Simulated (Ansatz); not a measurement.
One crystal and one scan (scan of one atom of the cell) at two levels, PBE (plane waves to 420 eV, PAW, scalar-relativistic; Ansatz, a quantum-chemistry and plane-wave program) and r2SCAN (plane waves to 500 eV, PAW, scalar-relativistic; Ansatz), each from its own relaxed cell and on its own mesh.

The crystal is GeTe (alpha-GeTe type, space group R3m); one Ge atom of a 2-atom cell moves by s along Cartesian z, with its periodic images.

Energies are smeared free energies. GeTe was relaxed with its symmetry unable to fall. Spin-orbit coupling is left out, though Te is heavy. As the smearing reaches across the gap at some points, energies and forces of such displacements shift with the k mesh and the smearing.

```csv
quantity,run 1,run 2
Lattice constant a (Å),4.227,4.187
Lattice constant c (Å),10.92,11.06
Relaxed volume (Å³/atom),28.16,27.99
"Band gap of the relaxed cell, no spin-orbit coupling (eV)",0.62,0.64
Force constant k = d²E/ds² at s = 0 (finite differences) (eV/Å²),3.20,4.32
Zone-centre optical wavenumber from k (cm⁻¹),137,159
```

Question: Which run is which level?

Answer: Run 1 is PBE, run 2 is r2SCAN. PBE gives the higher value for: lattice constant a; relaxed volume. PBE gives the lower value for: lattice constant c; force constant k = d²E/ds² at s = 0; zone-centre optical wavenumber from k.

(For displaced atoms, the force is minus the slope of the energy, and its curvature is a force constant, which sets phonon frequencies.)
